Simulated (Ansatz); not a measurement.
MgO: zone-centre modes under pressure

MgO, Fm-3m, a = 4.254 Å. Ansatz: PBE, PAW, 420 eV, Γ-centred 10×10×10 mesh on 2 atoms, fixed occupations; no spin polarisation. Cell and atoms are relaxed at each pressure with the symmetry kept; optical modes at Γ by linear response, in cm⁻¹, the highest, without the LO field.

| P (GPa) | V (Å³/atom) | ω1 |
| --- | --- | --- |
| 0 | 9.622 | 364.7 |
| 3 | 9.437 | 382.6 |
| 8 | 9.166 | 409.9 |
| 15 | 8.841 | ? |

Task: Get the mode's Grüneisen parameter γ = −d ln ω/d ln V from the other rows and predict the missing frequency.

Result: ln(V/V0) = 0.0000, -0.0194, -0.0486, -0.0847; a line through ln(ω/ω0) of the 3 known rows gives ω1: γ = 2.401 (intercept 0.0005), predicted 447.2, computed 443.9. The miss is 0.7 %, or 4 % of the shift under pressure, so a constant γ serves at that level.

Cost: 4 runs of about 0.34 core-minutes in all, on Intel Xeon 6975P-C (Granite Rapids) (shared hosts).